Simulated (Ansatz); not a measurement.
Take a crystal in which S has been replaced by Se on all its sites, with the cell rescaled by a rough guess (in some cases also distorted within its space group) and nothing relaxed:

```xyz
2
Lattice="0.0000 3.2826 3.2826 3.2826 0.0000 3.2826 3.2826 3.2826 0.0000" Properties=species:S:1:pos:R:3 pbc="T T T"
Sn    0.0000    0.0000    0.0000
Se    4.9238    4.9238    4.9238
```

Method: DFT PBE, scalar-relativistic, plane waves, PAW in Ansatz.

Plane waves to 420 eV, a k mesh through Γ of 12×12×12 on the computed 2-atom cell and Gaussian smearing (0.10 eV); no spin polarisation.

Problem. What pressure does the cell carry?

Solution. The pressure is 3.5 GPa (positive in compression), so the cell would expand.

Problem. Is it a metal on this mesh?

Solution. Yes, a band crosses the Fermi level.

Problem. What is its energy against the elements in their standard states?

Solution. -0.166 eV/atom at this unrelaxed geometry, with the elements in the same functional.

This zinc-blende form isn't the usual stable structure of the compound. Closed-shell ions balance this formula, so the missing gap can be the error of a semilocal functional.